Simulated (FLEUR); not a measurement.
**How the ratio c/a moves the moments of FeNi3 (Awaruite)**

Wanted: the trend of the moments of FeNi3 (Awaruite) with the ratio c/a.

Method: PBE; all-electron FLAPW, Dirac cores, scalar-relativistic bands, in FLEUR MaX-R8.1.

## Step 1: The starting structure

Symmetry: Pm-3m, No. 221, cubic system. Conventional cell: a = 3.545 Å, b = 3.545 Å, c = 3.545 Å, α = 90.00°, β = 90.00°, γ = 90.00°. Nearest to Fe lie 12 Ni at 2.51 Å. Nearest to Ni lie 4 Fe at 2.51 Å and 8 Ni at 2.51 Å. Farther neighbours are not listed.

Structure file:

```xyz
4
Lattice="3.5450 0.0000 0.0000 0.0000 3.5450 0.0000 0.0000 0.0000 3.5450" Properties=species:S:1:pos:R:3 pbc="T T T"
Fe    0.0000    0.0000    0.0000
Ni    0.0000    1.7725    1.7725
Ni    1.7725    0.0000    1.7725
Ni    1.7725    1.7725    0.0000
```

## Step 2: Factor 1, start ferro ++++

The scan starts at the cell as given.

Lengths along (0, 0, 1) take the factor and those normal to it its inverse root, so the volume stays. Atoms keep their fractional places. Spheres, Kmax and the mesh are the same at all points, the spheres being those of the tightest cell. inpgen writes inp.xml from crystal.txt; cutoffs, mixing, functional, smearing and local orbitals are then set in the file. The k list default-1 (kpts.xml, not shown) is a Γ-centred 8×8×8 mesh; where the ranks do not divide the number of points, some are split in two of half the weight.

inp.xml reads:

```
<?xml version="1.0" encoding="UTF-8" standalone="no"?>
<fleurInput fleurInputVersion="0.39">
   <comment>
      FeNi3
   </comment>
   <calculationSetup>
      <cutoffs Kmax="3.73" Gmax="11.2" GmaxXC="11.2" numbands="0"/>
      <scfLoop itmax="110" minDistance="0.00002" maxIterBroyd="15" imix="Anderson" alpha="0.05" precondParam="0.0" spinf="2.0" sdNocoIR="T"/>
      <coreElectrons ctail="T" frcor="F" kcrel="0" coretail_lmax="0"/>
      <xcFunctional name="pbe" relativisticCorrections="F"/>
      <magnetism jspins="2"/>
      <soc l_soc="F" theta="0.0" phi="0.0" spav="F"/>
      <expertModes spex="0" secvar="F"/>
      <geometryOptimization l_f="F" forcealpha="1.0" forcemix="BFGS" epsdisp="0.00001" epsforce="0.00001"/>
      <ldaU l_linMix="F" mixParam="0.05" spinf="1.0"/>
   </calculationSetup>
   <cell>
      <bzIntegration valenceElectrons="70.0" mode="hist" fermiSmearingEnergy="0.00183747">
         <kPointListSelection listName="default-1"/>
         <xi:include xmlns:xi="http://www.w3.org/2001/XInclude" href="kpts.xml"> </xi:include>
      </bzIntegration>
      <xi:include xmlns:xi="http://www.w3.org/2001/XInclude" href="sym.xml"> </xi:include>
      <bulkLattice scale="1.0">
         <bravaisMatrix>
            <row-1>    6.6990791117069994     0.0000000000000000     0.0000000000000000</row-1>
            <row-2>    0.0000000000000000     6.6990791117069994     0.0000000000000000</row-2>
            <row-3>    0.0000000000000000     0.0000000000000000     6.6990791117069994</row-3>
         </bravaisMatrix>
      </bulkLattice>
   </cell>
   <atomSpecies>
      <species name="Iron (Fe) 2.800" element="Fe" atomicNumber="26">
         <mtSphere radius="2.2" gridPoints="727" logIncrement="0.017"/>
         <atomicCutoffs lmax="8" lnonsphr="6"/>
         <electronConfig flipSpins="F">
            <coreConfig>(1s1/2) (2s1/2) (2p1/2) (2p3/2)</coreConfig>
            <valenceConfig>(3s1/2) (3p1/2) (3p3/2) (4s1/2) (3d3/2) (3d5/2)</valenceConfig>
            <stateOccupation state="(3d3/2)" spinUp="1.4" spinDown="1.0"/>
            <stateOccupation state="(3d5/2)" spinUp="3.0" spinDown="0.6"/>
         </electronConfig>
         <energyParameters s="4" p="4" d="3" f="4"/>
         <lo type="SCLO" l="0" n="3" eDeriv="0"/>
         <lo type="SCLO" l="1" n="3" eDeriv="0"/>
      </species>
      <species name="Nickel (Ni1.001" element="Ni" atomicNumber="28">
         <mtSphere radius="2.2" gridPoints="727" logIncrement="0.017"/>
         <atomicCutoffs lmax="8" lnonsphr="6"/>
         <electronConfig flipSpins="F">
            <coreConfig>(1s1/2) (2s1/2) (2p1/2) (2p3/2)</coreConfig>
            <valenceConfig>(3s1/2) (3p1/2) (3p3/2) (4s1/2) (3d3/2) (3d5/2)</valenceConfig>
            <stateOccupation state="(3d3/2)" spinUp="1.6" spinDown="1.6"/>
            <stateOccupation state="(3d5/2)" spinUp="2.9005" spinDown="1.8995"/>
         </electronConfig>
         <energyParameters s="4" p="4" d="3" f="4"/>
         <lo type="SCLO" l="0" n="3" eDeriv="0"/>
         <lo type="SCLO" l="1" n="3" eDeriv="0"/>
      </species>
   </atomSpecies>
   <atomGroups>
      <atomGroup species="Iron (Fe) 2.800">
         <relPos label="                   1">.0000000000 .0000000000 .0000000000</relPos>
         <force calculate="T" relaxXYZ="TTT"/>
      </atomGroup>
      <atomGroup species="Nickel (Ni1.001">
         <relPos label="                   2">.0000000000 1.000/2.000 1.000/2.000</relPos>
         <relPos label="                   3">1.000/2.000 .0000000000 1.000/2.000</relPos>
         <relPos label="                   4">1.000/2.000 1.000/2.000 .0000000000</relPos>
         <force calculate="T" relaxXYZ="TTT"/>
      </atomGroup>
   </atomGroups>
   <output dos="F" band="F" slice="F">
      <bandDOS minEnergy="-.5*Htr" maxEnergy="0.5*Htr" sigma="0.015" storeEVData="T"/>
      <plotting iplot="0" polar="F">
         <plot TwoD="T" vec1="  1.0  0.0  0.0" vec2="  0.0  1.0  0.0" vec3="  0.0  0.0  1.0" zero="  0.0  0.0  0.0" file="plot"/>
      </plotting>
      <moessbauerParams electricFieldGradient="F" isomerShift="F" coreHyperfine="F" valenceHyperfine="F"/>
   </output>
</fleurInput>
```

crystal.txt reads:

```
FeNi3
&input film=F cartesian=F /
3.54500000000  0.00000000000  0.00000000000
0.00000000000  3.54500000000  0.00000000000
0.00000000000  0.00000000000  3.54500000000
1.8897261246
1.0 1.0 1.0

4
26 0.00000000000  0.00000000000  0.00000000000 : 2.800
28 0.00000000000  0.50000000000  0.50000000000 : 1.001
28 0.50000000000  0.00000000000  0.50000000000 : 1.001
28 0.50000000000  0.50000000000  0.00000000000 : 1.001

&kpt div1=8 div2=8 div3=8 gamma=T /
```

The run is started by

```console
> OMP_NUM_THREADS=1 inpgen -f crystal.txt > inpgen.log  # inp.xml is then edited as shown
> OMP_NUM_THREADS=1 mpirun -n 4 fleur_MPI > fleur.log
```

The log of the run:

```text
Welcome to FLEUR        (www.flapw.de)
      MaX-Release 8.1          (www.max-centre.eu)

 ========== k-point set info ==========
 Selected k-point list: default-1
 k-point list type: mesh
 0 x 0 x 0
 Number of k points: 36

 ------------Calculation Setup---------------------------
 Number of MPI-tasks      :            4
 Number of PE/node        :            4
 Number of OMP-threads    :            1
 k-points in parallel     :            4
 pe's per k-point         :            1
 No of k-point loops      :            9
 Eigenvalue solver        :       lapack
 Number of basis functions:          304
 Approximate size of matrices (H+S) per k-point:         0.001 GB
 --------------------------------------------------------
 Iteration:     1   Distance:      22.32648941 me/bohr^3
 Iteration:     2   Distance:      10.32491163 me/bohr^3
 Iteration:     3   Distance:       7.38911690 me/bohr^3
 Iteration:     4   Distance:       8.97320090 me/bohr^3
 Iteration:     5   Distance:       5.45448938 me/bohr^3
 Iteration:     6   Distance:       1.12775979 me/bohr^3
 Iteration:     7   Distance:       1.88534219 me/bohr^3
 Iteration:     8   Distance:       1.08908741 me/bohr^3
 Iteration:     9   Distance:       1.00997297 me/bohr^3
 Iteration:    10   Distance:       0.07653414 me/bohr^3
 Iteration:    11   Distance:       0.17471934 me/bohr^3
 Iteration:    12   Distance:       0.02363023 me/bohr^3
 Iteration:    13   Distance:       0.02256600 me/bohr^3
 Iteration:    14   Distance:       0.01245088 me/bohr^3
 Iteration:    15   Distance:       0.00973095 me/bohr^3
 Iteration:    16   Distance:       0.00718448 me/bohr^3
 Iteration:    17   Distance:       0.00675653 me/bohr^3
 Iteration:    18   Distance:       0.00322769 me/bohr^3
 Iteration:    19   Distance:       0.00169536 me/bohr^3
 Iteration:    20   Distance:       0.00034818 me/bohr^3
 Iteration:    21   Distance:       0.00020251 me/bohr^3
 Iteration:    22   Distance:       0.00007865 me/bohr^3
 Iteration:    23   Distance:       0.00002143 me/bohr^3
 Iteration:    24   Distance:       0.00000594 me/bohr^3

 ********************************************************************
 Run finished successfully
 Stop message:
   all done
 ********************************************************************

--- out.xml (last complete iteration) ---
<iteration numberForCurrentRun="   24" overallNumber="   24">
         [... left out ...]
         <bandgap value="0.0004625991" units="eV"/>
         <sumValenceSingleParticleEnergies value="-62.4196643690" units="Htr"/>
         <FermiEnergy value="0.3480372969" units="Htr"/>
         <valenceDensity>
            <mtCharges spin="1">
               <mtCharge atomType="1" total="8.7361984" s="1.1748404" p="3.1484101" d="4.3996032" f="0.0104871"/>
               <mtCharge atomType="2" total="8.7942024" s="1.1915039" p="3.1595834" d="4.4301809" f="0.0100128"/>
            </mtCharges>
            <mtCharges spin="2">
               <mtCharge atomType="1" total="5.8007332" s="1.1601111" p="3.1449132" d="1.4814698" f="0.0113416"/>
               <mtCharge atomType="2" total="8.1083628" s="1.2022166" p="3.1903652" d="3.7041285" f="0.0091760"/>
            </mtCharges>
            <spinDependentCharge spin="1" total="37.4186073" interstitial="2.2998017" mtSpheres="35.1188056"/>
            <spinDependentCharge spin="2" total="32.5813927" interstitial="2.4555710" mtSpheres="30.1258217"/>
            <totalCharge value="70.0000000000"/>
         </valenceDensity>
         [... left out ...]
         <magneticMomentsInMTSpheres units="muBohr">
            <globalMagMoment atomType="1" vec="0.00000   0.00000   2.93547"/>
            <localMagMoment atomType="1" vec="0.00000   0.00000   2.93547"/>
            <globalMagMoment atomType="2" vec="0.00000   0.00000   0.68584"/>
            <localMagMoment atomType="2" vec="0.00000   0.00000   0.68584"/>
         </magneticMomentsInMTSpheres>
         [... left out ...]
         <totalEnergy value="    -5835.3073020175" units="Htr">
            <sumOfEigenvalues value="    -3351.6371873805">
               <coreElectrons value="-3289.2175230115"/>
               <valenceElectrons value="-62.4196643690"/>
            </sumOfEigenvalues>
            <densityCoulombPotentialIntegral value="-8956.6812733031"/>
            <densityEffectivePotentialIntegral value="-9277.1775347391"/>
            <chargeDenXCDenIntegral value="-246.7535330719"/>
            <FockExchangeEnergyValence value="0.0000000000"/>
            <FockExchangeEnergyCore value="0.0000000000"/>
         [... left out ...]
            <tkbTimesEntropy value="0.0010153157"/>
            <freeEnergy value="-5835.3083173333"/>
            <extrapolationTo0K value="-5835.3078096754"/>
         </totalEnergy>
         <densityConvergence units="me/bohr^3">
            <chargeDensity spin="1" distance="0.0000021270"/>
            <chargeDensity spin="2" distance="0.0000043105"/>
            <overallChargeDensity distance="0.0000033129"/>
            <spinDensity distance="0.0000059357"/>
         </densityConvergence>
      </iteration>
```

The job ended after 24 s (4 MPI ranks of Arm Neoverse V2, shared host; peak memory 0.22 GiB; 95 s of CPU time).

Spin moment in the muffin-tin sphere by atom:

| atom | spin moment in the muffin-tin sphere (μB) |
| --- | --- |
| Fe1 | 2.94 |
| Ni2 | 0.69 |
| Ni3 | 0.69 |
| Ni4 | 0.69 |

Read from the output:

| Item | Value |
| --- | --- |
| free energy | -158786.8285 eV |
| program's band gap on this mesh (in a metal only a level spacing) | 4.63e-4 eV |
| magnetization | 4.837 μB |
| final state | ferromagnetic |

After 24 cycles the largest moment stands at 2.94 μB.

## Step 3: Factor 1, start ferri ++--

inp.xml, as its differences from that of step 2:

```diff
@@ -57,2 +57,15 @@
       </species>
+      <species name="Nickel (Ni-1.001" element="Ni" atomicNumber="28">
+         <mtSphere radius="2.2" gridPoints="727" logIncrement="0.017"/>
+         <atomicCutoffs lmax="8" lnonsphr="6"/>
+         <electronConfig flipSpins="F">
+            <coreConfig>(1s1/2) (2s1/2) (2p1/2) (2p3/2)</coreConfig>
+            <valenceConfig>(3s1/2) (3p1/2) (3p3/2) (4s1/2) (3d3/2) (3d5/2)</valenceConfig>
+            <stateOccupation state="(3d3/2)" spinUp="1.6" spinDown="1.6"/>
+            <stateOccupation state="(3d5/2)" spinUp="1.8995" spinDown="2.9005"/>
+         </electronConfig>
+         <energyParameters s="4" p="4" d="3" f="4"/>
+         <lo type="SCLO" l="0" n="3" eDeriv="0"/>
+         <lo type="SCLO" l="1" n="3" eDeriv="0"/>
+      </species>
    </atomSpecies>
@@ -65,2 +78,5 @@
          <relPos label="                   2">.0000000000 1.000/2.000 1.000/2.000</relPos>
+         <force calculate="T" relaxXYZ="TTT"/>
+      </atomGroup>
+      <atomGroup species="Nickel (Ni-1.001">
          <relPos label="                   3">1.000/2.000 .0000000000 1.000/2.000</relPos>
```

crystal.txt, as its differences from that of step 2:

```diff
@@ -11,4 +11,4 @@
 28 0.00000000000  0.50000000000  0.50000000000 : 1.001
-28 0.50000000000  0.00000000000  0.50000000000 : 1.001
-28 0.50000000000  0.50000000000  0.00000000000 : 1.001
+28 0.50000000000  0.00000000000  0.50000000000 : -1.001
+28 0.50000000000  0.50000000000  0.00000000000 : -1.001
```

The log of the run:

```text
[banner, memory and clock lines left out]
Welcome to FLEUR        (www.flapw.de)
      MaX-Release 8.1          (www.max-centre.eu)

 ========== k-point set info ==========
 Selected k-point list: default-1
 k-point list type: mesh
 0 x 0 x 0
 Number of k points: 76

 [... set-up left out ...]
 Iteration:     1   Distance:      32.88819411 me/bohr^3
 Iteration:     2   Distance:      28.39449683 me/bohr^3
 Iteration:     3   Distance:      23.10555399 me/bohr^3
 Iteration:     4   Distance:      27.53472340 me/bohr^3
 Iteration:     5   Distance:      14.19056877 me/bohr^3
 Iteration:     6   Distance:      13.37515833 me/bohr^3
 Iteration:     7   Distance:       9.88362769 me/bohr^3
 Iteration:     8   Distance:       7.62100483 me/bohr^3
[... lines left out ...]
[... 15 iterations left out ...]
[... lines left out ...]
 Iteration:    30   Distance:       0.00015920 me/bohr^3
 Iteration:    31   Distance:       0.00013429 me/bohr^3
 Iteration:    32   Distance:       0.00009601 me/bohr^3
 Iteration:    33   Distance:       0.00004952 me/bohr^3
 Iteration:    34   Distance:       0.00002013 me/bohr^3
 Iteration:    35   Distance:       0.00001568 me/bohr^3

 ********************************************************************
 Run finished successfully
 Stop message:
   all done
 ********************************************************************

--- out.xml (last complete iteration) ---
<iteration numberForCurrentRun="   35" overallNumber="   35">
         [... left out ...]
         <bandgap value="0.0004613347" units="eV"/>
         <sumValenceSingleParticleEnergies value="-62.4196639652" units="Htr"/>
         <FermiEnergy value="0.3480372933" units="Htr"/>
         [... left out ...]
         <magneticMomentsInMTSpheres units="muBohr">
            <globalMagMoment atomType="1" vec="0.00000   0.00000   2.93547"/>
            <globalMagMoment atomType="2" vec="0.00000   0.00000   0.68584"/>
            <globalMagMoment atomType="3" vec="0.00000   0.00000   0.68584"/>
         </magneticMomentsInMTSpheres>
         [... left out ...]
         <totalEnergy value="    -5835.3073020126" units="Htr">
            <sumOfEigenvalues value="    -3351.6371873727">
               <coreElectrons value="-3289.2175234075"/>
               <valenceElectrons value="-62.4196639652"/>
            </sumOfEigenvalues>
         [... left out ...]
            <freeEnergy value="-5835.3083173285"/>
            <extrapolationTo0K value="-5835.3078096706"/>
         </totalEnergy>
         <densityConvergence units="me/bohr^3">
            <chargeDensity spin="1" distance="0.0000100522"/>
            <chargeDensity spin="2" distance="0.0000102340"/>
            <overallChargeDensity distance="0.0000128668"/>
            <spinDensity distance="0.0000156846"/>
         </densityConvergence>
      </iteration>
```

Elapsed: 66 s, on 4 MPI ranks; peak memory 0.27 GiB; 4.4 min of CPU time.

Spin moment in the muffin-tin sphere by atom:

| atom | spin moment in the muffin-tin sphere (μB) |
| --- | --- |
| Fe1 | 2.94 |
| Ni2 | 0.69 |
| Ni3 | 0.69 |
| Ni4 | 0.69 |

Numbers from this step:

| Property | Result |
| --- | --- |
| free energy | -158786.8285 eV |
| program's band gap on this mesh (in a metal only a level spacing) | 4.61e-4 eV |
| magnetization | 4.837 μB |
| final state | ferromagnetic |

The typed pattern was not kept: a seeded moment turned or collapsed.

After 35 cycles the largest moment stands at 2.94 μB.

## Step 4: Factor 1.1, start ferro ++++

The farthest finished point is shown in full.

inp.xml, as its differences from that of step 3:

```diff
@@ -24,5 +24,5 @@
          <bravaisMatrix>
-            <row-1>    6.6990791117069994     0.0000000000000000     0.0000000000000000</row-1>
-            <row-2>    0.0000000000000000     6.6990791117069994     0.0000000000000000</row-2>
-            <row-3>    0.0000000000000000     0.0000000000000000     6.6990791117069994</row-3>
+            <row-1>    6.3873213154552806     0.0000000000000000     0.0000000000000000</row-1>
+            <row-2>    0.0000000000000000     6.3873213154552806     0.0000000000000000</row-2>
+            <row-3>    0.0000000000000000     0.0000000000000000     7.3689870228777004</row-3>
          </bravaisMatrix>
@@ -57,15 +57,2 @@
       </species>
-      <species name="Nickel (Ni-1.001" element="Ni" atomicNumber="28">
-         <mtSphere radius="2.2" gridPoints="727" logIncrement="0.017"/>
-         <atomicCutoffs lmax="8" lnonsphr="6"/>
-         <electronConfig flipSpins="F">
-            <coreConfig>(1s1/2) (2s1/2) (2p1/2) (2p3/2)</coreConfig>
-            <valenceConfig>(3s1/2) (3p1/2) (3p3/2) (4s1/2) (3d3/2) (3d5/2)</valenceConfig>
-            <stateOccupation state="(3d3/2)" spinUp="1.6" spinDown="1.6"/>
-            <stateOccupation state="(3d5/2)" spinUp="1.8995" spinDown="2.9005"/>
-         </electronConfig>
-         <energyParameters s="4" p="4" d="3" f="4"/>
-         <lo type="SCLO" l="0" n="3" eDeriv="0"/>
-         <lo type="SCLO" l="1" n="3" eDeriv="0"/>
-      </species>
    </atomSpecies>
@@ -78,6 +65,6 @@
          <relPos label="                   2">.0000000000 1.000/2.000 1.000/2.000</relPos>
+         <relPos label="                   3">1.000/2.000 .0000000000 1.000/2.000</relPos>
          <force calculate="T" relaxXYZ="TTT"/>
       </atomGroup>
-      <atomGroup species="Nickel (Ni-1.001">
-         <relPos label="                   3">1.000/2.000 .0000000000 1.000/2.000</relPos>
+      <atomGroup species="Nickel (Ni1.001">
          <relPos label="                   4">1.000/2.000 1.000/2.000 .0000000000</relPos>
```

crystal.txt reads:

```
FeNi3
&input film=F cartesian=F /
3.38002487890  0.00000000000  0.00000000000
0.00000000000  3.38002487890  0.00000000000
0.00000000000  0.00000000000  3.89950000000
1.8897261246
1.0 1.0 1.0

4
26 0.00000000000  0.00000000000  0.00000000000 : 2.800
28 0.00000000000  0.50000000000  0.50000000000 : 1.001
28 0.50000000000  0.00000000000  0.50000000000 : 1.001
28 0.50000000000  0.50000000000  0.00000000000 : 1.001

&kpt div1=8 div2=8 div3=8 gamma=T /
```

The log of the run:

```text
[banner, memory and clock lines left out]
Welcome to FLEUR        (www.flapw.de)
      MaX-Release 8.1          (www.max-centre.eu)

 ========== k-point set info ==========
 Selected k-point list: default-1
 k-point list type: mesh
 0 x 0 x 0
 Number of k points: 76

 [... set-up left out ...]
 Iteration:     1   Distance:      23.15221209 me/bohr^3
 Iteration:     2   Distance:      10.46402122 me/bohr^3
 Iteration:     3   Distance:       7.72802083 me/bohr^3
 Iteration:     4   Distance:       9.09736321 me/bohr^3
 Iteration:     5   Distance:       5.18578916 me/bohr^3
[...]
<sumOfEigenvalues value="    -3351.5299320147">
               <coreElectrons value="-3289.1640614709"/>
               <valenceElectrons value="-62.3658705438"/>
            </sumOfEigenvalues>
         [... left out ...]
            <freeEnergy value="-5835.2975072107"/>
            <extrapolationTo0K value="-5835.2969725893"/>
         </totalEnergy>
         <densityConvergence units="me/bohr^3">
            <chargeDensity spin="1" distance="0.0000080371"/>
            <chargeDensity spin="2" distance="0.0000100297"/>
            <overallChargeDensity distance="0.0000108155"/>
            <spinDensity distance="0.0000146083"/>
         </densityConvergence>
      </iteration>
```

Wall time 49 s (4 MPI ranks); peak memory 0.26 GiB.

Spin moment in the muffin-tin sphere by atom:

| atom | spin moment in the muffin-tin sphere (μB) |
| --- | --- |
| Fe1 | 2.93 |
| Ni2 | 0.64 |
| Ni3 | 0.64 |
| Ni4 | 0.75 |

Read from the output:

```yaml
free_energy: -158786.5343 eV
program_s_band_gap_on_this_mesh_in_a_metal_only_a_level_spacing: 0.002406 eV
magnetization: 4.804 μB
final_state: ferromagnetic
```

After 25 cycles the largest moment stands at 2.93 μB.

[end of part 1 of 2]

[Logs and program files are shortened in this print: banners, set-up blocks, solver, clock and traceback lines can be left out without a mark of their own.]

[Logs are printed without paths, hosts, clocks, repeated set-up lines and the standing remarks that a program may print on its own settings, such as how far it seeks lower states.]

[Hosts, paths, dates, database ids (printed as entryN), source tags and the programs' standing remarks are cut or masked in the printed files.]

[Where a cell is said to come from a database of computed structures, the database is the Materials Project.]
